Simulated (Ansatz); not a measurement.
The cell comes from COD entry 9009086, which wasn't checked; take it as a given geometry. The listed cell was then made from it by scaling, straining or moving an atom.

TiO₂: DFT, PBE, all-electron LAPW, scalar-relativistic (Ansatz 0.2.0). What sets it apart from a plain run of this crystal: zz strain of -3 %.

Command: `ansatz run input.yaml --threads 2 --pin off --max-ram 6144MiB --backend cpu --events-out ev --progress --plain --runs-dir out` The run took 73 s on 2 threads of Intel(R) Xeon(R) 6975P-C (Granite Rapids) (shared host), peak memory 1.9 GiB.

```yaml
crystal:
  lattice:
    - [-1.8925, 1.8925, 4.61429]
    - [1.8925, -1.8925, 4.61429]
    - [1.8925, 1.8925, -4.61429]
  atoms:
    - { symbol: Ti, position: [0.0, 0.0, 0.0] }
    - { symbol: Ti, position: [0.75, 0.25, 0.5] }
    - { symbol: O, position: [0.2066, 0.2066, 0.0] }
    - { symbol: O, position: [0.9566, 0.4566, 0.5] }
    - { symbol: O, position: [0.5434, 0.0434, 0.5] }
    - { symbol: O, position: [0.7934, 0.7934, 0.0] }
kpoints:
  mp_grid: { grid: [13, 13, 13] }
  band_path:
    path:
      - [0.0, 0.0, 0.0]
      - [0.0, 0.0, 0.5]
      - [0.25, 0.25, 0.25]
      - [0.0, 0.5, 0.0]
      - [0.0, 0.0, 0.0]
      - [0.5, 0.5, -0.5]
      - [0.2920534871, 0.7079465129, -0.2920534871]
      - [-0.2920534871, 0.2920534871, 0.2920534871]
      - [0.0, 0.0, 0.0]
    npoints: 5
scf:
  occupations: { method: fermi_dirac, width: 0.08 }
hamiltonian:
  xc: pbe
  pseudopotentials: { kind: all_electron, lapw: { basis_error: 0.001 } }
output:
  forces: true
  stress: true
  eigenvalues: true
```

Output (standing set-up lines are left out):

```
LAPW: plane waves up to 10.580 Å⁻¹, error target 1.0e-3 eV per atom; small_component_spin mean_spin; O in spheres of 0.889 Å, 8 of its electrons in bands, Dirac shells []; Ti in spheres of 1.018 Å, 20 of its electrons in bands, Dirac shells []
Crystal: 6 atoms, lattice volume = 66.105 Å³
Basis set: ecut = 426.4599226051553 eV, 1299 PW (Γ), FFT grids on a1+a3, a2+a3, a3, exchange–correlation at level 2
Space group: I41/amd (ITA 141), of the structure as read, at distance tolerance 4.0e-5 Å
iter 1 solved again at ethr=2.76e-2 eV; its pass at ethr=1.00e-1 eV (dr2=1.99e1 eV) is discarded
SCF iter   1: F=—  HF=-54677.875054 eV  |F-HF|=—  |Δ(HF+E_count)|=         —  Δρ=1.71e-1  dr2=1.99e1  ethr=2.76e-2  ⟨swp⟩=2.0  Hψ=56388  notcnv=0
preconditioner: auto → Resta (q_TF=auto, 2.767 Å⁻¹)  ε∞=3.3  [insulator: Δε(μ)=6.377 eV  Ē_g=19.958 eV  σ=0.080 eV  W_gap=1.00  n_scr=32 (ndim 8)  ℏωp=30.3 eV  f_vac=0.033  D(μ)=0.00/eV (n_scr^D=0)  ε∞_Penn≈3.3]
SCF iter   2: F=—  HF=-54671.612702 eV  |F-HF|=—  |Δ(HF+E_count)|=    6.26e0  Δρ=1.02e-1  dr2=8.23e0  ethr=2.76e-2  ⟨swp⟩=3.0  Hψ=27728  notcnv=0
preconditioner: auto → Kerker (q_TF=auto, 2.767 Å⁻¹)  [metal: Δε(μ)=0.066 eV  Ē_g=9.007 eV  σ=0.080 eV  W_gap=0.20  n_scr=32 (ndim 8)  ℏωp=25.8 eV  f_vac=0.083  D(μ)=0.15/eV (n_scr^D=0)]
SCF iter   3: F=—  HF=-54668.825457 eV  |F-HF|=—  |Δ(HF+E_count)|=    2.79e0  Δρ=5.74e-2  dr2=2.37e0  ethr=1.14e-2  ⟨swp⟩=3.0  Hψ=27316  notcnv=0
SCF iter   4: F=—  HF=-54668.332418 eV  |F-HF|=—  |Δ(HF+E_count)|=         —  Δρ=1.61e-2  dr2=2.47e-1  ethr=3.29e-3  ⟨swp⟩=2.1  Hψ=27672  notcnv=0
the basis was enlarged: its passes take 14.1 MiB over the memory plan, 2 of 2 planned eigensolver slots
SCF iter   5: F=—  HF=-54668.433459 eV  |F-HF|=—  |Δ(HF+E_count)|=   1.01e-1  Δρ=1.68e-2  dr2=2.62e-1  ethr=3.43e-4  ⟨swp⟩=2.0  Hψ=28028  notcnv=0
SCF iter   6: F=—  HF=-54668.357174 eV  |F-HF|=—  |Δ(HF+E_count)|=   7.63e-2  Δρ=5.25e-3  dr2=3.16e-2  ethr=3.43e-4  ⟨swp⟩=2.0  Hψ=27665  notcnv=0
SCF iter   7: F=—  HF=-54668.354796 eV  |F-HF|=—  |Δ(HF+E_count)|=   2.38e-3  Δρ=1.95e-3  dr2=4.55e-3  ethr=4.39e-5  ⟨swp⟩=2.0  Hψ=26460  notcnv=0
SCF iter   8: F=—  HF=-54668.354820 eV  |F-HF|=—  |Δ(HF+E_count)|=   2.41e-5  Δρ=8.30e-4  dr2=6.55e-4  ethr=6.32e-6  ⟨swp⟩=3.0  Hψ=26904  notcnv=0
SCF iter   9: F=—  HF=-54668.354660 eV  |F-HF|=—  |Δ(HF+E_count)|=   1.60e-4  Δρ=3.99e-4  dr2=1.39e-4  ethr=9.10e-7  ⟨swp⟩=2.0  Hψ=26475  notcnv=0
iter 10 solved again at ethr=4.89e-9 eV; its pass at ethr=1.92e-7 eV (dr2=3.52e-6 eV) is discarded
SCF iter  10: F=—  HF=-54668.354619 eV  |F-HF|=—  |Δ(HF+E_count)|=   4.09e-5  Δρ=6.48e-5  dr2=3.50e-6  ethr=4.89e-9  ⟨swp⟩=2.0  Hψ=43910  notcnv=0
SCF iter  11: F=-54668.354602 eV  HF=-54668.354601 eV  |F-HF|=5.36e-8  |Δ(HF+E_count)|=   1.74e-5  Δρ=7.31e-6  dr2=3.55e-8  ethr=4.86e-9  ⟨swp⟩=3.0  Hψ=26865  notcnv=0
SCF 1 converged in 11 iterations: F = -54668.354602 eV  dr2 = 3.55e-8
NSCF: frozen V_eff on 41 k-points
SCF converged after 11 iterations
Free energy (F): -54668.354602 eV
Harris-Foulkes:  -54668.354601 eV  (|F-HF|=5.36e-8)
Internal energy: -54668.354601 eV  (E = F + TS)
E sigma→0 (E₀):  -54668.354601 eV
Entropy (-TS):   -0.000000 eV (-0.000 meV/atom)
Fermi energy:    9.109416 eV
--- Per-component energies (eV) ---
  E_band       = -11644.155325
  E_kinetic    = 55121.291372
  E_xc         = -3229.564808
  E_electrostatic = -106560.081165  (all electrons and nuclei)
  E_smearing   = -0.000000  (= −TS)
  E_closure    = 0.000000  (closes the sum)
  E_atoms      = -54616.856114  (free atoms, spherical and without spin; not in F)
  Σ components = -54668.354602   (vs F -54668.354602, Δ=0.00e0)
  Basis errors (estimates in eV, not in F): energy 4.5e-4 per atom: plane waves 4.2e-4 (2.5e-4 summed), levels above the bands 4.3e-28, relativity 1.5e-7, radial functions 3.3e-5, core shells 2.0e-12; eigenvalues (radial functions only) 1.9e-6; not estimated: angular momenta, meshes, grids; target (lapw.basis_error) 1.0e-3; muffin-tin radii O 0.889 Å, Ti 1.018 Å
--- Forces (eV/Å), atoms counted from 1 ---
  atom   1  Ti    -0.00000000    -0.00000000     0.00000000
  atom   2  Ti     0.00000000    -0.00000000     0.00000000
  atom   3  O     -0.00000000    -0.00000000     1.08479918
  atom   4  O     -0.00000000     0.00000000     1.08479918
  atom   5  O     -0.00000000    -0.00000000    -1.08479918
  atom   6  O     -0.00000000     0.00000000    -1.08479918
  max |Σ_I F_I| component: 6.07e-18 eV/Å
--- Stress (GPa, compression-positive) ---
        9.399465       0.000000       0.000000
        0.000000       9.399465      -0.000000
        0.000000      -0.000000      24.361199
  P = ⅓ Tr σ = 14.3867 GPa (143.867 kbar)
--- Band table (eV; the first three rows and the last of 196) ---
  k-point 0: bands = ["-522.8402", "-522.8402", "-495.9244", "-495.9244", "-495.9244", "-495.9244", "-430.0689", "-430.0689", "-430.0689", "-430.0689", "-430.0522", "-430.0522", "-48.2196", "-48.1407", "-24.8039", "-24.4834", "-24.4834", "-24.3898", "-24.3898", "-24.3208", "-9.8315", "-8.7605", "-8.5070", "-8.1874", "3.8230", "3.9249", "3.9249", "4.6582", "5.7242", "5.7242", "5.7667", "7.2807", "7.3492", "7.3492", "7.4435", "7.4435", "10.1118", "10.9936", "12.2024", "12.2024", "12.2042", "12.2042", "13.1035", "13.4319"]
  k-point 1: bands = ["-522.8402", "-522.8402", "-495.9244", "-495.9244", "-495.9244", "-495.9244", "-430.0689", "-430.0689", "-430.0689", "-430.0689", "-430.0522", "-430.0522", "-48.2182", "-48.1416", "-24.8029", "-24.4988", "-24.4869", "-24.3965", "-24.3894", "-24.3154", "-9.7740", "-8.7265", "-8.4828", "-8.1701", "3.8072", "3.8108", "3.8677", "4.6485", "5.6165", "5.8082", "5.8336", "7.1392", "7.1772", "7.2113", "7.2669", "7.5422", "10.3825", "11.0319", "11.9101", "12.0740", "12.1159", "12.1778", "13.4504", "13.7561"]
  k-point 2: bands = ["-522.8402", "-522.8402", "-495.9244", "-495.9244", "-495.9244", "-495.9244", "-430.0689", "-430.0689", "-430.0689", "-430.0689", "-430.0522", "-430.0522", "-48.2141", "-48.1443", "-24.7997", "-24.5372", "-24.4963", "-24.4151", "-24.3875", "-24.3055", "-9.6100", "-8.6344", "-8.4142", "-8.1227", "3.5465", "3.7230", "3.7733", "4.6588", "5.3557", "5.9175", "5.9348", "6.4785", "6.8105", "6.8362", "7.3336", "7.6526", "10.9538", "11.0910", "11.4890", "11.9415", "11.9637", "12.2177", "14.1158", "14.1557"]
  k-point 195: bands = ["-522.8402", "-522.8402", "-495.9244", "-495.9244", "-495.9244", "-495.9244", "-430.0689", "-430.0689", "-430.0689", "-430.0689", "-430.0522", "-430.0522", "-48.1807", "-48.1796", "-24.5854", "-24.5705", "-24.5126", "-24.5017", "-24.3596", "-24.3593", "-9.1407", "-9.1045", "-8.5300", "-8.5071", "3.8671", "4.0301", "4.2117", "4.2451", "5.6578", "5.7146", "6.6391", "6.6983", "6.7399", "6.7853", "7.7257", "7.7774", "10.5728", "10.6605", "11.8835", "11.9435", "12.1964", "12.5148", "13.1778", "13.3894"]
```
